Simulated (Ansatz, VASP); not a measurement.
# Ge in VASP and in Ansatz

```
Ge
1.0
     7.50506    0.00000    0.00000
     0.00000    7.50506    0.00000
     0.00000    0.00000    3.94856
Ge
8
Direct
  0.10819 0.33118 0.23959
  0.89181 0.66882 0.73959
  0.66882 0.10819 0.98959
  0.33118 0.89181 0.48959
  0.33118 0.10819 0.01041
  0.66882 0.89181 0.51041
  0.89181 0.33118 0.76041
  0.10819 0.66882 0.26041
```

Alike in both runs: functional PBE; k mesh 6 × 6 × 10; occupations gaussian, width 0.1 eV; no spin polarisation.

Ansatz relaxed the structure, and its values are those at the end. VASP's run is a single point on that final structure, the one shown.

|  | VASP | Ansatz |
| --- | --- | --- |
| version | VASP 6.6.1 | Ansatz 0.2.0 |
| potentials or method | VASP PAW PBE potentials, release 64 (Ge_d) | scalar-relativistic, plane waves, PAW |
| plane-wave cutoff (eV) | 520 | 420 |
| valence electrons in the cell | 112 | 112 |

|  | VASP | Ansatz | Ansatz less VASP |
| --- | --- | --- | --- |
| gap on the k mesh at the Fermi level (eV) | none | none | - |
| pressure (GPa) | 0.0 | 0.0 | +0.01 |
| rms of the force components (eV/Å) | 0.003 | 0.002 | -0.0009 |

A gap of «none» marks a metal or a gap that the smearing closes. With one functional, cell and mesh, what is left measures potentials, basis and numerics.
